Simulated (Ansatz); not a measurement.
A 12-atom cell of HfO2 (P2_1/c) from a materials database, relaxed with r2SCAN in Ansatz 0.2.0. It is monoclinic, P2_1/c (No. 14); a = 5.114 Å, b = 5.181 Å, c = 5.295 Å, β = 99.5° in the conventional setting, 11.53 Å³ an atom. Around Hf lie 7 O at 2.04–2.25 Å; around O lie 4 Hf at 2.14–2.25 Å; around O lie 3 Hf at 2.04–2.14 Å.

The axes x, y and z are those of this cell:
```xyz
12
Lattice="5.1139 0.0000 0.0048 0.0000 5.1814 0.0000 -0.8747 0.0000 5.2223" Properties=species:S:1:pos:R:3 pbc="T T T"
Hf    0.7929    2.3740    3.6997
Hf    3.0089    4.9647    4.1385
Hf    3.4462    2.8074    1.5273
Hf    1.2303    0.2167    1.0886
O     1.4347    3.8463    5.1122
O     2.3671    1.2556    2.7260
O     2.8044    1.3351    0.1148
O     1.8721    3.9258    2.5011
O     0.0579    1.7299    1.7965
O     4.6187    4.3206    0.8194
O     4.1813    3.4515    3.4305
O    -0.3795    0.8608    4.4077
```

Unstrained: With PBE the valence top lies at Γ and the conduction bottom at Y₂, 4.089 eV higher; the smallest vertical gap, at Y₂, is 4.181 eV. The r2SCAN gap is indirect, 4.595 eV (Γ to Y₂), below the direct gap of 4.684 eV at Y₂. With HSE06 the valence top lies at Γ and the conduction bottom at Y₂, 5.688 eV higher; the smallest vertical gap, at Y₂, is 5.782 eV. Meshes: PBE 6×6×6, r2SCAN 6×6×6, HSE06 4×4×4. Strains are changes of length per length. After each strain the atoms were relaxed again with r2SCAN within the symmetry that the strain leaves, so tilts or polar shifts that break it weren't tested; points keep the names that they have in the unstrained zone. No spin polarisation and no zero-point or thermal motion.

(1) Apply isotropic -3.0 % on every length. How far does the gap move, against the unstrained cell?

(2) Estimate what isotropic +1.0 % on every length does to the gap.

(3) Apply isotropic +2.0 % on every length. How far does the gap move, against the unstrained cell?

(4) Estimate what isotropic -2.0 % on every length does to the gap.

(5) Estimate what isotropic -1.0 % on every length does to the gap.

(6) Estimate what isotropic +3.0 % on every length does to the gap.

(7) Order the strained cells by their HSE06 gap, smallest first.
A. isotropic -1.0 % on every length
B. isotropic +2.0 % on every length
C. isotropic +3.0 % on every length
D. isotropic -3.0 % on every length
E. isotropic -2.0 % on every length
F. isotropic +1.0 % on every length

Answers

(1) PBE: the gap goes from 4.089 to 4.464 eV (+0.375 eV); the edges go from Γ → Y₂ to (0.130, 0, -1/6) → Y₂. r2SCAN: the gap goes from 4.595 to 4.992 eV (+0.397 eV); the edges go from Γ → Y₂ to (0.130, 0, -1/6) → Y₂. HSE06: the gap goes from 5.688 to 6.106 eV (+0.418 eV); the edges go from Γ → Y₂ to (0.130, 0, -1/6) → Y₂. The r2SCAN energy rises by 63.7 meV an atom.

(2) PBE: the gap goes from 4.089 to 4.088 eV (-0.001 eV). r2SCAN: the gap goes from 4.595 to 4.590 eV (-0.005 eV). HSE06: the gap goes from 5.688 to 5.685 eV (-0.003 eV). The r2SCAN energy rises by 6.9 meV an atom.

(3) PBE: the gap goes from 4.089 to 4.109 eV (+0.020 eV). r2SCAN: the gap goes from 4.595 to 4.610 eV (+0.015 eV). HSE06: the gap goes from 5.688 to 5.707 eV (+0.019 eV). The r2SCAN energy rises by 26.8 meV an atom.

(4) PBE: the gap goes from 4.089 to 4.271 eV (+0.182 eV); the edges go from Γ → Y₂ to (-0.094, 0, 0.104) → Y₂. r2SCAN: the gap goes from 4.595 to 4.791 eV (+0.196 eV); the edges go from Γ → Y₂ to (-0.094, 0, 0.104) → Y₂. HSE06: the gap goes from 5.688 to 5.894 eV (+0.206 eV); the edges go from Γ → Y₂ to (-0.094, 0, 0.104) → Y₂. The r2SCAN energy rises by 28.2 meV an atom.

(5) PBE: the gap goes from 4.089 to 4.136 eV (+0.047 eV). r2SCAN: the gap goes from 4.595 to 4.648 eV (+0.053 eV). HSE06: the gap goes from 5.688 to 5.742 eV (+0.054 eV). The r2SCAN energy rises by 7.1 meV an atom.

(6) PBE: the gap goes from 4.089 to 4.205 eV (+0.116 eV). r2SCAN: the gap goes from 4.595 to 4.708 eV (+0.113 eV). HSE06: the gap goes from 5.688 to 5.808 eV (+0.120 eV). The r2SCAN energy rises by 57.5 meV an atom.

(7) F (5.68 eV), B (5.71 eV), A (5.74 eV), C (5.81 eV), E (5.89 eV), D (6.11 eV).

No spin-orbit coupling is included; it can move band edges with weight on the heavy atoms by tenths of an eV.

Where an edge lies off the special points, it is a point of the mesh or the k point where a search put PBE's edge or least direct gap, reused for the other functionals, whose own edges may lie a little apart.

Coordinates of k points refer to the reciprocal vectors of the primitive cell of the runs.

The meshes of the hybrids are coarse, so their gaps aren't converged to the digits shown.
